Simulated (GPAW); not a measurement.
Crystal: MgS.

```xyz
2
Lattice="0.0000 2.8331 2.8331 2.8331 0.0000 2.8331 2.8331 2.8331 0.0000" Properties=species:S:1:pos:R:3 pbc="T T T"
S     1.4166    1.4166    1.4166
Mg    0.0000    0.0000    0.0000
```

The cell comes from a database or a generator and needn't be the stable form of this composition.

Base run:

```yaml
Program: GPAW 26.7.0
Functional: PBEsol
Potentials_or_basis: PAW data sets generated in the run's folder for this functional
Cutoff: 600 eV
Basis: pw
k_mesh: 7 × 7 × 7
Occupations: fermi-dirac, width 0.05 eV
Spin: no spin polarisation
```

Its results: band gap on the k mesh 3.28 eV, direct; pressure -0.4 GPa.

Problem. The run is repeated on the same cell with these changes: functional from PBEsol to LDA; potentials or basis from PAW data sets generated in the run's folder for this functional to the program's PAW data sets (release 1.2.1) made for this functional. What comes out?

Solution. Band gap on the k mesh 3.17 eV, direct; pressure -2.2 GPa.

Caveats: the cutoff is short for stress and forces, so pressures can be off by a GPa or more.

